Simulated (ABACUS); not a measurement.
# CuO (Tenorite) (C2/c) in ABACUS: relaxation of cell and atoms with PBE

Aim: the relaxation of cell and atoms of CuO (Tenorite) with PBE.

Program: ABACUS 3.10.1. These are calculated values, not measurements. Logs are shortened: lines on timing, memory, paths and dates and some standing lists are left out, and cuts for length are marked.

## 1. Starting point

Symmetry: C2/c, No. 15, monoclinic system. Conventional cell: a = 4.684 Å, b = 3.423 Å, c = 5.129 Å, α = 90.00°, β = 99.54°, γ = 90.00°. Cu (site symmetry -1) has 4 O at 1.95 to 1.96 Å as nearest neighbours. O (site symmetry 2) has 4 Cu at 1.95 to 1.96 Å as nearest neighbours.

## 2. Relaxation of cell and atoms, PBE

Contents of INPUT:

```
INPUT_PARAMETERS
suffix              CuO
calculation         cell-relax
basis_type          pw
pseudo_dir          ./
symmetry            1
dft_functional      pbe
ecutwfc             92
pseudo_rcut         7
nspin               1
nbands              30
ks_solver           dav
smearing_method     fd
smearing_sigma      0.00367493
scf_thr             1e-08
scf_nmax            100
mixing_type         broyden
mixing_beta         0.7
cal_force           1
cal_stress          1
relax_nmax          60
force_thr_ev        0.01
relax_method        cg
out_stru            1
stress_thr          0.2
kpar                4
```

Contents of STRU:

```
ATOMIC_SPECIES
Cu 63.5460 Cu.upf
O 15.9990 O.upf

LATTICE_CONSTANT
5.4811209356

LATTICE_VECTORS
0.8073996500 -0.5900049196 0.0000000000
0.8073996500 0.5900049196 0.0000000000
-0.2930639652 0.0000000000 1.7438016863

ATOMIC_POSITIONS
Cartesian

Cu
0.0
2
0.2571678424 -0.2950024598 0.8719008431 1 1 1
0.4036998250 0.2950024598 0.0000000000 1 1 1

O
0.0
2
0.5876016761 0.0962888029 1.3078512647 1 1 1
0.7341336587 -0.0962888029 0.4359504216 1 1 1
```

Contents of KPT:

```
K_POINTS
0
Gamma
7 7 4 0 0 0
```

Potentials or basis: PseudoDojo NC SR 0.4.1 PBE standard, plane waves.

Launch:

```
$ OMP_NUM_THREADS=1 mpirun -np 4 abacus > log
```

running log:

```text
ABACUS v3.10.1

               Atomic-orbital Based Ab-initio Computation at UStc

 ------------------------------------------------------------------------------------

 READING GENERAL INFORMATION
                           global_out_dir = OUT.CuO/
                           global_in_card = INPUT
                               pseudo_dir = ./
                              orbital_dir =
                                    DSIZE = 4
                                    GSIZE = 1

 READING UNITCELL INFORMATION
                                    ntype = 2
                  lattice constant (Bohr) = 5.48112
              lattice constant (Angstrom) = 2.90048

 READING ATOM TYPE 1
                               atom label = Cu
                      L=0, number of zeta = 1
                      L=1, number of zeta = 1
                      L=2, number of zeta = 1
             number of atom for this type = 2

 READING ATOM TYPE 2
                               atom label = O
                      L=0, number of zeta = 1
                      L=1, number of zeta = 1
                      L=2, number of zeta = 1
             number of atom for this type = 2

                        TOTAL ATOM NUMBER = 4
CARTESIAN COORDINATES ( UNIT =       5.481120935600 Bohr ).
    atom                   x                   y                   z     mag                  vx                  vy                  vz
tauc_Cu1            1.0645674924        0.2950024598        0.8719008431  0.0000        0.0000000000        0.0000000000        0.0000000000
tauc_Cu2            0.4036998250        0.2950024598        0.0000000000  0.0000        0.0000000000        0.0000000000        0.0000000000
tauc_O1            0.5876016761        0.0962888029        1.3078512647  0.0000        0.0000000000        0.0000000000        0.0000000000
tauc_O2            0.7341336587       -0.0962888029        0.4359504216  0.0000        0.0000000000        0.0000000000        0.0000000000

                          Volume (Bohr^3) = 273.577
                             Volume (A^3) = 40.5399

 Lattice vectors: (Cartesian coordinate: in unit of a_0)
              +0.8074           -0.590005                  +0
              +0.8074           +0.590005                  +0
            -0.293064                  +0             +1.7438
 Reciprocal vectors: (Cartesian coordinate: in unit of 2 pi/a_0)
            +0.619272           -0.847451           +0.104075
            +0.619272           +0.847451           +0.104075
                   -0                  -0            +0.57346
 The esolver type has been set to : ksdft_pw

                PAO radial cut off (Bohr) = 7

 Read in pseudopotential file is Cu.upf
                     pseudopotential type = NC
          exchange-correlation functional = PBE
                 nonlocal core correction = 1
                        valence electrons = 19
                                     lmax = 2
                           number of zeta = 4
                     number of projectors = 6
                           L of projector = 0
                           L of projector = 0
                           L of projector = 1
                           L of projector = 1
                           L of projector = 2
                           L of projector = 2
                PAO radial cut off (Bohr) = 7

 Read in pseudopotential file is O.upf
                     pseudopotential type = NC
          exchange-correlation functional = PBE
                 nonlocal core correction = 1
                        valence electrons = 6
                                     lmax = 2
                           number of zeta = 2
                     number of projectors = 5
                           L of projector = 0
                           L of projector = 0
                           L of projector = 1
                           L of projector = 1
                           L of projector = 2
     initial pseudo atomic orbital number = 28

 SETUP THE ELECTRONS NUMBER
            electron number of element Cu = 19
      total electron number of element Cu = 38
             electron number of element O = 6
       total electron number of element O = 12
            AUTOSET number of electrons:  = 50
                           occupied bands = 25
                                   NBANDS = 30
                                   NLOCAL = 36

%%%%%%%%%%%%%%%%%%%%%%%%%%%%%%%%%%%%%%%%%%%%%%%%%%%%%%%%%%%%%%%%%%%%%%%%%%%%%%%%%%%%%%%%%%%%%%%%%%%%%%%%%%
 Warning: the number of valence electrons in pseudopotential > 11 for Cu: [Ar] 3d10 4s1
 Pseudopotentials with additional electrons can yield (more) accurate outcomes, but may be less efficient.
 If you're confident that your chosen pseudopotential is appropriate, you can safely ignore this warning.
%%%%%%%%%%%%%%%%%%%%%%%%%%%%%%%%%%%%%%%%%%%%%%%%%%%%%%%%%%%%%%%%%%%%%%%%%%%%%%%%%%%%%%%%%%%%%%%%%%%%%%%%%%

 SETUP THE PLANE WAVE BASIS
 energy cutoff for charge/potential (unit:Ry) = 368
            fft grid for charge/potential = [ 36, 36, 60 ]
                        fft grid division = [ 1, 1, 1 ]
        big fft grid for charge/potential = [ 36, 36, 60 ]
                                     nbxx = 77760
                                     nrxx = 77760

 SETUP PLANE WAVES FOR CHARGE/POTENTIAL
                    number of plane waves = 32655
                         number of sticks = 833

 PARALLEL PW FOR CHARGE/POTENTIAL
     PROC   COLUMNS(POT)             PW
        1            833          32655
 --------------- sum -------------------
        1            833          32655
                            number of |g| = 8479
                                  max |g| = 280.043
                                  min |g| = 0

----------- Double Check Mixing Parameters Begin ------------
mixing_type: broyden
mixing_beta: 0.7
mixing_gg0: 1
mixing_gg0_min: 0.1
mixing_ndim: 8
----------- Double Check Mixing Parameters End ------------

 LATTICE VECTORS: (CARTESIAN COORDINATE: IN UNIT OF A0)
              +0.8074           -0.590005                  +0
              +0.8074           +0.590005                  +0
            -0.293064                  +0             +1.7438
                       right hand lattice = 1
                                   NORM_A = 1
                                   NORM_B = 1
                                   NORM_C = 1.76826
                           ALPHA (DEGREE) = 97.6901
                           BETA  (DEGREE) = 97.6901
                           GAMMA (DEGREE) = 72.3147

 The lattice vectors have been changed (STRU_SIMPLE.cif)

(for optimal symmetric configuration:)
                             BRAVAIS TYPE = 13
                     BRAVAIS LATTICE NAME = 13. Monoclinic A (base-center)
                                    ibrav = 13
                                    IBRAV = 13
                                  BRAVAIS = BASE CENTERED MONOLINIC CELL
                       LATTICE CONSTANT A = 1.6148
                                B/A RATIO = 0.730747
                                C/A RATIO = 2.11498
                                COS(BETA) = -0.859825
Original cell was already a primitive cell.
                        ROTATION MATRICES = 4
              PURE POINT GROUP OPERATIONS = 2
                   SPACE GROUP OPERATIONS = 4
                                       C2 = 0
                                       C3 = 0
                                       C4 = 0
                                       C6 = 0
                                       S1 = 0
                                       S3 = 0
                                       S4 = 0
                                       S6 = 0
                              POINT GROUP = S_2
                                       C2 = 1
                                       C3 = 0
                                       C4 = 0
                                       C6 = 0
                                       S1 = 1
                                       S3 = 0
                                       S4 = 0
                                       S6 = 0
               POINT GROUP IN SPACE GROUP = C_2h

 SETUP K-POINTS
                                    nspin = 1
                   Input type of k points = Monkhorst-Pack(Gamma)
                                   nkstot = 196
                       right hand lattice = 1
(for reciprocal lattice: )
                             BRAVAIS TYPE = 13
                     BRAVAIS LATTICE NAME = 13. Monoclinic A (base-center)
                                    ibrav = 13
                       right hand lattice = 1
(for k-lattice: )
                             BRAVAIS TYPE = 13
                     BRAVAIS LATTICE NAME = 13. Monoclinic A (base-center)
                                    ibrav = 13
                       right hand lattice = 1
                        ROTATION MATRICES = 4
                               nkstot_ibz = 60
K-POINTS REDUCTION ACCORDING TO SYMMETRY
     IBZ    DIRECT_X    DIRECT_Y    DIRECT_Z  WEIGHT  ibz2bz
       1  0.00000000  0.00000000  0.00000000  0.0051       0
       2  0.14285714  0.00000000  0.00000000  0.0204       1
       3  0.28571429  0.00000000  0.00000000  0.0204       2
       4  0.42857143  0.00000000  0.00000000  0.0204       3
       5  0.14285714  0.14285714  0.00000000  0.0102       8
       6  0.28571429  0.14285714  0.00000000  0.0204       9
[... 22 lines left out ...]
      29 -0.14285714  0.14285714  0.25000000  0.0204      62
      30  0.28571429  0.28571429  0.25000000  0.0102      65
[... 30 further k points ...]

                               nkstot now = 60
[... K-POINTS DIRECT COORDINATES: 60 rows ...]

           k-point number in this process = 15
       minimum distributed K point number = 15
[... stars of the k points ...]

[... K-POINTS CARTESIAN COORDINATES: 15 rows ...]

[... K-POINTS DIRECT COORDINATES: 15 rows ...]

 SETUP PLANE WAVES FOR WAVE FUNCTIONS
     energy cutoff for wavefunc (unit:Ry) = 92
              fft grid for wave functions = [ 36, 36, 60 ]
                    number of plane waves = 5049
                         number of sticks = 237

 PARALLEL PW FOR WAVE FUNCTIONS
     PROC   COLUMNS(POT)             PW
        1            237           5049
 --------------- sum -------------------
        1            237           5049

 SETUP NONLOCAL PSEUDOPOTENTIALS IN PLANE WAVE BASIS
 Cu non-local projectors:
 projector 1 L=0
 projector 2 L=0
 projector 3 L=1
 projector 4 L=1
 projector 5 L=2
 projector 6 L=2
 O non-local projectors:
 projector 1 L=0
 projector 2 L=0
 projector 3 L=1
 projector 4 L=1
 projector 5 L=2
      TOTAL NUMBER OF NONLOCAL PROJECTORS = 62

 Init Non-Local PseudoPotential table :
 Init Non-Local-Pseudopotential done.

                                     npwx = 4096

 Make real space PAO into reciprocal space.
       max mesh points in Pseudopotential = 701
     dq(describe PAO in reciprocal space) = 0.01
                                    max q = 1926

 number of pseudo atomic orbitals for Cu is 4
WARNING: norm of atomic wavefunction # 3 of atomic type Cu is 0.99994, renormalized
WARNING: norm of atomic wavefunction # 4 of atomic type Cu is 0.995767, renormalized

 number of pseudo atomic orbitals for O is 2
WARNING: norm of atomic wavefunction # 2 of atomic type O is 0.999977, renormalized

 -------------------------------------------
 STEP OF RELAXATION : 1
 -------------------------------------------
                                 init_chg = atomic

 PW ALGORITHM --------------- ION=   1  ELEC=   1--------------------------------

 Density error is 2.06600107628
                          Error Threshold = 0.01
----------------------------------------------------------
     Energy           Rydberg                 eV
----------------------------------------------------------
 E_KohnSham     -823.2776852571      -11201.2675557470
 E_Harris       -849.1171031189      -11552.8308716709
 E_Fermi        1.0521860322         14.3157253939
----------------------------------------------------------
[... 2603 lines left out ...]
 Largest gradient in force is 0.001943 eV/A.
 Threshold is 0.010000 eV/A.

 Largest gradient in stress is 0.199906 kbar.
 Threshold is 0.200000 kbar.

 Relaxation is converged!

 --------------------------------------------
 !FINAL_ETOT_IS -11217.0617751485497138 eV
 --------------------------------------------
```

It took 9.1 min on 4 MPI ranks of Intel Xeon Platinum 8488C (Sapphire Rapids), shared host; peak memory 0.56 GiB.

What came out:

```yaml
Free_energy: -11217.0618 eV
Relaxed_volume: 10.89 Å³/atom
Relaxed_cell: a = 2.926 Å, b = 2.926 Å, c = 5.173 Å, α = 92.02°, β = 92.02°, γ = 79.83°
Space_group_after_relaxing_to_0.05_Å: C2/c (No. 15)
Energy_gained_by_relaxing: 39.3 meV/atom
Ionic_steps: 25
Pressure_after_relaxing: 0.0 GPa
Band_gap_on_the_k_mesh: none (metal or under the smearing width)
```

The path:
```csv
step,energy change (eV),largest force (eV/Å),pressure (GPa),volume (Å³)
1,0.0000,0.2927,5.52,40.54
2,-0.0290,0.3596,-2.84,42.70
3,-0.0320,0.3426,-1.05,42.18
4,-0.0537,0.2688,-0.73,42.37
5,-0.0881,0.0031,0.16,42.94
6,-0.1031,0.0296,-0.02,43.09
7,-0.1310,0.1012,-0.68,43.51
8,-0.1334,0.1294,-1.21,43.67
9,-0.1425,0.0946,1.23,43.09
10,-0.1426,0.0898,1.58,43.01
11,-0.1477,0.0786,-0.74,43.51
12,-0.1481,0.0811,-0.23,43.41
13,-0.1517,0.0519,-0.05,43.43
14,-0.1560,0.0297,0.26,43.47
15,-0.1566,0.0191,-0.68,43.73
16,-0.1568,0.0030,-0.40,43.64
17,-0.1565,0.0233,0.77,43.39
18,-0.1571,0.0102,0.08,43.54
19,-0.1572,0.0106,-0.03,43.56
20,-0.1573,0.0122,-0.07,43.58
21,-0.1573,0.0004,0.21,43.51
22,-0.1573,0.0051,0.07,43.54
23,-0.1573,0.0030,-0.07,43.57
24,-0.1573,0.0017,0.00,43.55
25,-0.1574,0.0019,0.00,43.55
```

Final structure:
```
Cu O
1.0
     2.24072   -1.87771    0.12780
     2.24072    1.87771    0.12780
    -0.53157    0.00000    5.14547
Cu O
2 2
Direct
  0.50000 0.00000 0.50000
  0.00000 0.50000 0.00000
  0.48611 0.51389 0.75000
  0.51389 0.48611 0.25000
```

Caveat: the run has no spin polarisation, though such a crystal can be magnetic; semilocal functionals often make such compounds metallic where correlation or magnetic order opens a gap, which also shifts bond lengths.

## 3. For comparison

An earlier run on the cell as given: functional PBEsol; potentials or basis PseudoDojo NC SR 0.4.1 PBEsol standard; cutoff 1252 eV; density cutoff 5007 eV; basis plane waves; k mesh 10 × 10 × 5; occupations fermi-dirac, width 0.05 eV; no spin polarisation.

- Pressure: -3.0 GPa
- Largest force: 0.374 eV/Å
- Band gap on the k mesh: none (metal or under the smearing width)
